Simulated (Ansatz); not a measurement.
HgS (started from an entry of an open crystallographic database) was relaxed with r2SCAN, strained in 2 ways (changes of length per length), its atoms relaxed again with r2SCAN, and run with HSE06 in the PAW code Ansatz. Spin-unpolarised throughout; all numbers are computed.

Isotropic -2.64 % on every length. Input:
```yaml
crystal:
  lattice:
    - [0.0, 2.8869061985, 2.8869061985]
    - [2.8869061985, 0.0, 2.8869061985]
    - [2.8869061985, 2.8869061985, 0.0]
  atoms:
    - { symbol: Hg, position: [0.0, 0.0, 0.0] }
    - { symbol: S, position: [0.25, 0.25, 0.25] }
kpoints:
  mp_grid: { grid: [6, 6, 6] }
  band_path:
    path:
      - [0.0, 0.0, 0.0]
      - [-0.5, -0.5, 0.0]
      - [-0.375, -0.375, 0.25]
      - [-0.375, 0.0, 0.375]
      - [0.0, 0.0, 0.5]
      - [-0.5, -0.25, 0.25]
    npoints: 1
hamiltonian:
  xc: hse06
scf:
  occupations: { method: fermi_dirac, width: 0.02 }
  n_extra_bands: 4
output:
  forces: true
  stress: true
  eigenvalues: true
  write_density: true
  write_potential: true
  elf: true
  volumetric_format: npy
```

Main results, then levels in eV from the Fermi energy at the points of the path (names of the unstrained zone, bands numbered from 0):
```
Crystal: 2 atoms, lattice volume = 48.120 Å³
Basis set: ecut = 420 eV, 941 PW (Γ)
Symmetry: 24 space group operations
Space group: F-43m (ITA 216)
k-points: 16 of 216 (time reversal used)
Free energy (F): -14719.626445 eV
Fermi energy:    8.698137 eV
--- Stress (GPa, compression-positive) ---
        5.454905       0.000000       0.000000
        0.000000       5.454905       0.000000
        0.000000       0.000000       5.454905
  P = ⅓ Tr σ = 5.4549 GPa (54.549 kbar)
```
```tsv
point	band_8	band_9	band_10	band_11	band_12	band_13	band_14	band_15
Γ	-7.588	-7.588	-0.255	-0.255	-0.255	0.233	6.724	6.724
X	-7.413	-7.064	-5.732	-2.987	-2.987	3.908	4.046	9.519
U	-7.504	-6.798	-6.004	-3.607	-2.470	4.154	5.446	8.972
K	-7.504	-6.798	-6.004	-3.607	-2.470	4.154	5.446	8.972
L	-7.512	-7.097	-6.481	-1.410	-1.410	2.324	7.529	7.529
W	-7.663	-6.666	-6.038	-3.529	-2.992	4.888	5.948	7.629
```

With HSE06 the gap is 0.49 eV and direct, at Γ. At this geometry HSE06 finds +5.5 GPa, compression counted positive: its own equilibrium volume is larger. (The program warns that its thresholds are loose for a hybrid's stress.)

Biaxial -1.57 % in x and y, z held. These blocks change:
```yaml
crystal:
  lattice:
    - [0.0, 2.9186337009, 2.965187139]
    - [2.9186337009, 0.0, 2.965187139]
    - [2.9186337009, 2.9186337009, 0.0]
  atoms:
    - { symbol: Hg, position: [0.0, 0.0, 0.0] }
    - { symbol: S, position: [0.25, 0.25, 0.25] }
kpoints:
  mp_grid: { grid: [6, 6, 6] }
  band_path:
    path:
      - [0.0, 0.0, 0.0]
      - [-0.5, -0.5, 0.0]
      - [-0.375, -0.375, 0.25]
      - [-0.375, 0.0, 0.375]
      - [0.0, 0.0, 0.5]
      - [-0.5, -0.25, 0.25]
      - [-0.013021, -0.013021, 0.0]
    npoints: 1
output:
  forces: true
  stress: true
  eigenvalues: true
```

```
Crystal: 2 atoms, lattice volume = 50.517 Å³
Basis set: ecut = 420 eV, 949 PW (Γ)
Symmetry: 8 space group operations
Space group: I-4m2 (ITA 119)
k-points: 30 of 216 (time reversal used)
Free energy (F): -14719.678918 eV
Fermi energy:    7.845963 eV
--- Stress (GPa, compression-positive) ---
        1.860340       0.000000       0.000000
        0.000000       1.860340       0.000000
        0.000000       0.000000       1.572463
  P = ⅓ Tr σ = 1.7644 GPa (17.644 kbar)
```
```tsv
point	band_8	band_9	band_10	band_11	band_12	band_13	band_14	band_15
Γ	-7.352	-7.335	-0.260	-0.206	-0.206	0.191	6.836	6.845
X	-7.191	-6.895	-5.507	-2.678	-2.678	4.088	4.107	9.340
U	-7.270	-6.651	-5.694	-3.310	-2.210	4.204	5.518	8.902
K	-7.269	-6.631	-5.637	-3.299	-2.265	4.106	5.459	8.974
L	-7.274	-6.905	-6.045	-1.302	-1.242	2.329	7.538	7.660
W	-7.400	-6.536	-5.709	-3.202	-2.748	4.783	6.039	7.688
(-0.013,-0.013,0)	-7.352	-7.335	-0.318	-0.211	-0.211	0.250	6.823	6.850
```

The HSE06 gap is direct at Γ: 0.40 eV. The mean pressure is +1.8 GPa (compression positive), so HSE06 would enlarge the cell's volume. (The program warns that its thresholds are loose for a hybrid's stress.)

Spin-orbit coupling is left out; in compounds of Pb, Bi, Tl or Hg it can lower a gap by up to about 1 eV, split its edges or invert the bands.

The meshes of the hybrids are coarse, so their gaps aren't converged to the digits shown.
